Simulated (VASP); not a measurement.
# Co (Cmce) in VASP: a series of runs, part 2 of 2

VASP 6.6.1. Earlier steps stand in the parts before.

## Step 4: Single point, PBE, collinear spin, typed start

This run uses another cell than the first one: it holds 5 atoms, not 4.

INCAR

```
SYSTEM = Co
  PREC = Accurate
  ENCUT = 520
  EDIFF = 1E-7
  ISMEAR = 0
  SIGMA = 0.1
  LREAL = .FALSE.
  LASPH = .TRUE.
  NELM = 150
  ALGO = Normal
  ISIF = 2
  LWAVE = .FALSE.
  LCHARG = .FALSE.
  ISPIN = 2
  MAGMOM = 3 3 3 3 3
  LORBIT = 11
  LMAXMIX = 4
  GGA = PE
  NBANDS = 34
```

KPOINTS

```
Automatic mesh
0
G
  6 6 4
  0 0 0
```

POSCAR

```
Co
1.0
    2.1054143018     -3.1424773313      0.0000000000
    2.1054143018      3.1424773313      0.0000000000
    0.0000000000      0.0000000000      4.7597950454
Co
5
Direct
    0.5000000000      0.0000000000      0.2500000000
    0.0000000000      0.5000000000      0.7500000000
    0.0000000000      0.5000000000      0.2500000000
    0.5000000000      0.0000000000      0.7500000000
    0.0000000000      0.0000000000      0.0000000000
```

Potentials or basis: VASP PAW PBE potentials, release 64 (Co).

Command:

```console
$ cat potpaw_PBE.64/Co/POTCAR > POTCAR
$ mpirun -np 1 vasp_std > vasp.out
```

OUTCAR:

```text
SYSTEM = Co
   PREC = Accurate
   ENCUT = 520
   EDIFF = 1E-7
   ISMEAR = 0
   LREAL = .FALSE.
   LASPH = .TRUE.
   NELM = 150
   ISIF = 2
   ISPIN = 2
   LORBIT = 11
   GGA = PE

 ion  position               nearest neighbor table
   1  0.500  0.000  0.250-   3 2.11   3 2.11   5 2.23   5 2.23   4 2.38   4 2.38
   2  0.000  0.500  0.750-   4 2.11   4 2.11   5 2.23   5 2.23   3 2.38   3 2.38
   3  0.000  0.500  0.250-   1 2.11   1 2.11   5 2.23   5 2.23   2 2.38   2 2.38
   4  0.500  0.000  0.750-   2 2.11   2 2.11   5 2.23   5 2.23   1 2.38   1 2.38
   5  0.000  0.000  0.000-   1 2.23   2 2.23   3 2.23   4 2.23   2 2.23   3 2.23   1 2.23   4 2.23

  LATTYP: Found a base centered orthorhombic cell.
 ALAT       =     4.2108286036
 B/A-ratio  =     1.4925695758
 C/A-ratio  =     1.1303701702

  Lattice vectors:

 A1 = (   2.1054143018,  -3.1424773313,   0.0000000000)
 A2 = (   2.1054143018,   3.1424773313,   0.0000000000)
 A3 = (   0.0000000000,   0.0000000000,   4.7597950454)

Analysis of symmetry for initial positions (statically):
=====================================================================
 Subroutine PRICEL returns:
 Original cell was already a primitive cell.

 Routine SETGRP: Setting up the symmetry group for a
 base centered orthorhombic supercell.

 Subroutine GETGRP returns: Found  8 space group operations
 (whereof  8 operations were pure point group operations)
 out of a pool of  8 trial point group operations.

The static configuration has the point symmetry D_2h.

Analysis of symmetry for dynamics (positions and initial velocities):
=====================================================================
 Subroutine PRICEL returns:
 Original cell was already a primitive cell.

 Routine SETGRP: Setting up the symmetry group for a
 base centered orthorhombic supercell.

 Subroutine GETGRP returns: Found  8 space group operations
 (whereof  8 operations were pure point group operations)
 out of a pool of  8 trial point group operations.

The dynamic configuration has the point symmetry D_2h.

Analysis of structural, dynamic, and magnetic symmetry:
=====================================================================
 Subroutine PRICEL returns:
 Original cell was already a primitive cell.

 Routine SETGRP: Setting up the symmetry group for a
 base centered orthorhombic supercell.

 Subroutine GETGRP returns: Found  8 space group operations
 (whereof  8 operations were pure point group operations)
 out of a pool of  8 trial point group operations.

The overall configuration has the point symmetry D_2h.

 Subroutine INISYM returns: Found  8 space group operations
 (whereof  8 operations are pure point group operations),
 and found     1 'primitive' translations

----------------------------------------------------------------------------------------

                                     Primitive cell

  volume of cell :      62.9837

  direct lattice vectors                    reciprocal lattice vectors
     2.105414302 -3.142477331  0.000000000     0.237482950 -0.159110137  0.000000000
     2.105414302  3.142477331  0.000000000     0.237482950  0.159110137  0.000000000
     0.000000000  0.000000000  4.759795045     0.000000000  0.000000000  0.210093080

  length of vectors
     3.782582869  3.782582869  4.759795045     0.285856935  0.285856935  0.210093080

  position of ions in fractional coordinates (direct lattice)
     0.500000000  0.000000000  0.250000000
     0.000000000  0.500000000  0.750000000
[... 86 lines left out ...]
   NSW    =      0    number of steps for IOM
   IBRION =     -1    ionic relax: 0-MD 1-quasi-New 2-CG
   NFREE  =      0    steps in history (QN), initial steepest desc. (CG)
   ISIF   =      2    stress and relaxation
   ISYM   =      2    0-nonsym 1-usesym 2-fastsym
   POTIM  = 0.5000    time-step for ionic-motion
   TEBEG  =    0.0;   TEEND  =   0.0 temperature during run
   PSTRESS=    0.0 pullay stress
   NELECT =      45.0000    total number of electrons
   NUPDOWN=      -1.0000    fix difference up-down
   EMIN   =  10.00;   EMAX   =-10.00  energy-range for DOS
   EFERMI =   0.00;   METHOD = LEGACY
   ISMEAR =     0;   SIGMA  =   0.10  broadening in eV -4-tet -1-fermi 0-gaus
   EFERMI_NEDOS =   21; number of points for ismear=-14 and -15
   IALGO  =     38    algorithm
   IMIX   =      4    mixing-type and parameters
     AMIX     =   0.40;   BMIX     =  1.00
     AMIX_MAG =   1.60;   BMIX_MAG =  1.00
  volume/ion in A,a.u.               =      12.60        85.01
  Fermi-wavevector in a.u.,A,eV,Ry     =   1.463535  2.765679 29.142777  2.141934
  Thomas-Fermi vector in A             =   2.579618
   LORBIT       =     11    0 simple, 1 ext, 2 COOP (PROOUT), +10 PAW based schemes
   GGA     = PE    functional components
   LHFCALC =     F    Hartree Fock is set to
   AEXX    =    0.0000 exact exchange contribution
   IVDW    =     0    specifies the selected vdW correction
   LEPSILON=     F    determine dielectric tensor
   LRPA    =     F    only Hartree local field effects (RPA)
 spin polarized calculation
 Gauss-broadening in eV      SIGMA  =   0.10
  energy-cutoff  :      520.00
  volume of cell :       62.98
 maximum number of plane-waves:      1720
   NGX = 15   NGY = 15   NGZ = 17

 number of electron      44.9999950 magnetization      10.0501318

 number of electron      44.9999946 magnetization       7.7563477

 Free energy of the ion-electron system (eV)
  ---------------------------------------------------
  ext. energy  EPLUGINS =         0.00000000
  ---------------------------------------------------
  free energy    TOTEN  =       -29.63882793 eV

  energy without entropy =      -29.60334034  energy(sigma->0) =      -29.62108413

 E-fermi :   8.3401     XC(G=0): -12.2606

 val. band max:        8.3398448833   @ k =   0.0000   0.0000   0.0000
 cond. band min:       8.3481846286   @ k =   0.3333   0.1667   0.2500
 fundamental gap:      0.0083397453
 Fermi energy:         8.3401498033

 spin component 1

 k-point     1 :       0.0000    0.0000    0.0000
  band No.  band energies     occupation
      1       0.0867      1.00000
      2       3.0145      1.00000
      3       3.0488      1.00000
      4       3.3881      1.00000
      5       3.4149      1.00000
      6       3.6695      1.00000
[... 877 lines left out ...]
     33      16.5903      0.00000
     34      17.3653      0.00000

 [... further k-points ...]

 spin component 2

 k-point     1 :       0.0000    0.0000    0.0000
  band No.  band energies     occupation
      1       0.2326      1.00000
      2       4.1941      1.00000
      3       4.2980      1.00000
      4       4.3885      1.00000
      5       4.6169      1.00000
      6       4.8069      1.00000
[... 877 lines left out ...]
     33      16.9613      0.00000
     34      17.9739      0.00000

 [... further k-points ...]
[... 5 lines left out ...]
  --------------------------------------------------------------------------------------
  -------------------------------------------------------------------------------------
  Total       18.4932235      5.1189890      5.6391955      0.0000000      0.0000000      0.0000000
  in kB      470.4302387    130.2167374    143.4497386      0.0000000      0.0000000      0.0000000
  external PRESSURE =     248.0322383 kB  Pullay stress =       0.0000000 kB

 VOLUME and BASIS-vectors are now :
 -----------------------------------------------------------------------------
  energy-cutoff  :      520.00
  volume of cell :       62.98
      direct lattice vectors                 reciprocal lattice vectors
     2.105414302 -3.142477331  0.000000000     0.237482950 -0.159110137  0.000000000
     2.105414302  3.142477331  0.000000000     0.237482950  0.159110137  0.000000000
     0.000000000  0.000000000  4.759795045     0.000000000  0.000000000  0.210093080

 POSITION                                       TOTAL-FORCE (eV/Angst)
 -----------------------------------------------------------------------------------
      1.05271     -1.57124      1.18995         0.000000      0.000000      1.776827
      1.05271      1.57124      3.56985         0.000000      0.000000     -1.776827
      1.05271      1.57124      1.18995        -0.000000     -0.000000      1.776827
      1.05271     -1.57124      3.56985         0.000000     -0.000000     -1.776827
      0.00000      0.00000      0.00000        -0.000000      0.000000      0.000000
 -----------------------------------------------------------------------------------
    total drift:                                0.000000      0.000000      0.000000

  FREE ENERGIE OF THE ION-ELECTRON SYSTEM (eV)
  ---------------------------------------------------
  free  energy   TOTEN  =       -29.6388279279 eV

  energy  without entropy=      -29.6033403384  energy(sigma->0) =      -29.62108413

 total charge

# of ion       s       p       d       tot
------------------------------------------
    1        0.557   0.479   7.371   8.407
    2        0.557   0.479   7.371   8.407
    3        0.557   0.479   7.371   8.407
    4        0.557   0.479   7.371   8.407
    5        0.606   0.645   7.400   8.650
--------------------------------------------------
tot          2.835   2.561  36.883  42.280

 magnetization (x)

# of ion       s       p       d       tot
------------------------------------------
    1        0.005  -0.016   1.606   1.595
    2        0.005  -0.016   1.606   1.595
    3        0.005  -0.016   1.606   1.595
    4        0.005  -0.016   1.606   1.595
    5       -0.020  -0.045   1.416   1.351
--------------------------------------------------
tot          0.001  -0.110   7.841   7.732
```

Run time: 2.5 min. Hardware: 1 thread of Intel Xeon Platinum 8488C (Sapphire Rapids), shared host; peak memory 0.26 GiB.

Results:

| Property | Result |
| --- | --- |
| Free energy | -29.6388 eV |
| Pressure | 24.8 GPa |
| Largest force | 1.777 eV/Å |
| Band gap on the k mesh | none (metal or under the smearing width) |
| Net moment | 7.76 μB per cell |
| Site moments | Co +1.59, +1.35 μB |
| Valence electrons inside the program's atomic spheres | Co 8.41, 8.65 |

Forces in eV/Å, atoms in the order of the input:
```
Co   0.000  0.000  1.777
Co   0.000  0.000 -1.777
Co   0.000  0.000  1.777
Co   0.000  0.000 -1.777
Co   0.000  0.000  0.000
```

Caveat: so large a pressure means that the cell lies far from this level's equilibrium, or that cutoff or potentials fall short; forces of over 1 eV/Å show positions far from the minimum, so gaps and moduli don't describe the material at rest.

## Step 5: Single point, PBE, collinear spin, typed start

This run uses another cell than the first one: it holds 5 atoms, not 4.

INCAR

```
SYSTEM = Co
PREC = Accurate
ENCUT = 520
EDIFF = 1E-6
ISMEAR = 0
SIGMA = 0.1
LREAL = .False.
LASPH = .True.
NELM = 150
ALGO = Normal
ISIF = 2
LWAVE = .False.
LCHARG = .True.
ISPIN = 2
MAGMOM = 1.75 1.75 1.75 1.75 1.54
LORBIT = 11
LMAXMIX = 4
GGA = PE
LELF = .True.
LVHAR = .True.
NBANDS = 34
```

KPOINTS

```
regular mesh
0
Gamma
  6 6 4
  0 0 0
```

POSCAR

```
Co
1.0
    2.4080922639     -2.4090594219      0.0000000000
    2.4080922639      2.4090594219      0.0000000000
    0.0000000000      0.0000000000      5.5873471707
Co
5
Direct
    0.5000000000      0.0000000000      0.2969911056
    0.0000000000      0.5000000000      0.7030088944
    0.0000000000      0.5000000000      0.2969911056
    0.5000000000      0.0000000000      0.7030088944
    0.0000000000      0.0000000000      0.0000000000
```

Command:

```console
$ cat potpaw_PBE.64/Co/POTCAR > POTCAR
$ mpirun -np 1 vasp_std > vasp.out
```

It took 3.6 min on 1 thread of Intel Xeon Platinum 8488C (Sapphire Rapids), shared host; peak memory 0.27 GiB.

Results (log left out):

```yaml
Free_energy: -31.9639 eV
Pressure: -0.6 GPa
Largest_force: 0.014 eV/Å
Band_gap_on_the_k_mesh: none (metal or under the smearing width)
Net_moment: 8.87 μB per cell
Site_moments: Co +1.79, +1.75 μB
Valence_electrons_inside_the_program's_atomic_spheres: Co 8.18, 8.26
```

Forces in eV/Å, atoms in the order of the input:
```
Co   0.000  0.000  0.014
Co   0.000  0.000 -0.014
Co   0.000  0.000  0.014
Co   0.000  0.000 -0.014
Co   0.000  0.000  0.000
```

Stress tensor (GPa, compression positive):
```
-0.64  0.00  0.00
 0.00 -0.70  0.00
 0.00  0.00 -0.49
```

Levels at points of the mesh, in eV from the Fermi level:
Spin up:
```csv
k point,band 24,band 25,band 26,band 27,band 28,band 29,band 30,band 31
"(0.00, 0.00, 0.00)",-0.59,-0.59,-0.28,-0.24,-0.18,4.26,4.26,9.73
"(0.50, 0.00, 0.00)",-1.63,-1.61,-1.52,-0.50,1.48,2.37,2.95,3.22
"(0.50, 0.50, 0.00)",-0.91,-0.36,-0.36,0.34,2.04,2.05,2.33,3.52
"(0.00, 0.00, 0.50)",-1.27,-0.28,-0.24,-0.24,2.79,6.32,6.32,6.55
"(0.50, 0.00, 0.50)",-1.39,-1.34,-0.92,-0.83,-0.28,0.11,6.85,8.44
"(0.50, 0.50, 0.50)",-1.27,-0.69,-0.51,0.33,1.47,2.13,2.14,2.70
```
Spin down:
```
           k point  band 16  band 17  band 18  band 19  band 20  band 21
(0.00, 0.00, 0.00)    -0.09     0.11     0.58     0.58     0.61     1.05
(0.50, 0.00, 0.00)    -0.52    -0.52    -0.22    -0.17    -0.14     0.12
(0.50, 0.50, 0.00)    -0.10    -0.09     0.30     0.36     0.37     0.61
(0.00, 0.00, 0.50)    -0.63     0.14     0.38     0.38     0.71     0.71
(0.50, 0.00, 0.50)    -0.94    -0.70    -0.61    -0.21    -0.11     0.07
(0.50, 0.50, 0.50)    -0.54    -0.29    -0.01     0.10     0.10     0.34
```

## Step 6: Summary

| cell | k mesh | mesh quality | gap on the mesh (eV) | pressure (GPa) | moment (μB) | largest force (eV/Å) |
| --- | --- | --- | --- | --- | --- | --- |
| Cmce, 11.34 Å³/atom | 6 × 6 × 6 | coarse | none | 85.4 | 3.69 | 10.47 |
| Fmmm, 11.63 Å³/atom | 6 × 6 × 6 | coarse | none | -0.7 | 6.90 | - |
| Cmmm, 12.6 Å³/atom | 6 × 6 × 4 | not flagged | none | 24.8 | 7.76 | 1.78 |
| Cmmm, 12.97 Å³/atom | 6 × 6 × 4 | not flagged | none | -0.6 | 8.87 | 0.01 |

Alike in all rows: task single point; level PBE; potentials or basis VASP PAW PBE potentials, release 64 (Co); spin collinear, typed start; cutoff (eV) 520; smearing gaussian 0.1 eV.

Caveats: some runs use coarse meshes; forces of over 1 eV/Å show positions far from the minimum, so gaps and moduli don't describe the material at rest (some runs); a pressure of tens of GPa on the cell as given is suspect, and the run, the potentials or the cell itself is likely at fault (some runs); so large a pressure means that the cell lies far from this level's equilibrium, or that cutoff or potentials fall short (some runs).

Absolute energies hang on the potentials; compare differences alone.
